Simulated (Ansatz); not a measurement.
The system is MnO.

```
Mn O
1.0
     0.00000    2.22391    2.22391
     2.22391    0.00000    2.22391
     2.22391    2.22391    0.00000
Mn O
1 1
Cartesian
  0.0000 0.0000 0.0000
  2.2239 2.2239 2.2239
```

The cell is a database's computed one.

| Item | Value |
| --- | --- |
| Program | Ansatz 0.2.0 |
| Task | relaxation of cell and atoms |
| Functional | PBEsol0 |
| Potentials or basis | Ansatz PAW |
| Cutoff | 420 eV (not typed: the program's choice for these potentials) |
| k mesh | 5 × 5 × 5 |
| Occupations | fermi-dirac, width 0.05 eV |
| Spin | collinear spin, ferromagnetic start |
| Starting moments | [4.0, 0.0] μB |

At the start: volume 11.00 Å³/atom.

Problem. How do energy, volume and symmetry change on relaxing?

Solution. It ends after 6 steps and the volume is 10.74 Å³/atom (-2.3 %); space group Fm-3m (No. 225, to 0.05 Å); moment 5.00 μB per cell.

The path:
| step | energy change (eV) | largest force (eV/Å) | volume (Å³) |
| --- | --- | --- | --- |
| 1 | 0.0000 | 0.0000 | 22.00 |
| 2 | -0.0074 | 0.0000 | 21.60 |
| 3 | -0.0081 | 0.0000 | 21.50 |
| 4 | -0.0057 | 0.0000 | 21.50 |
| 5 | -0.0057 | 0.0000 | 21.49 |
| 6 | -0.0057 | 0.0000 | 21.49 |

Final structure:
```
Mn O
1.0
     0.00000    2.20653    2.20653
     2.20653    0.00000    2.20653
     2.20653    2.20653    0.00000
Mn O
1 1
Direct
  0.00000 0.00000 0.00000
  0.50000 0.50000 0.50000
```

Caveat: the k mesh is coarse (spacing up to 0.49 Å⁻¹), so the values aren't converged, least of all with exact exchange; the magnetic or orbital state may not be the lowest; the plane-wave basis is chosen anew once the cell has moved, so the energies of steps on either side of that aren't comparable; the pressure holds a Pulay correction of +0.6 GPa for the finite cutoff; a cell with one magnetic atom can't hold antiferromagnetic order, which such compounds often take; the PAW data sets come from PBE, with cores solved anew for the run's functional, which leaves a small shift of forces and pressure.
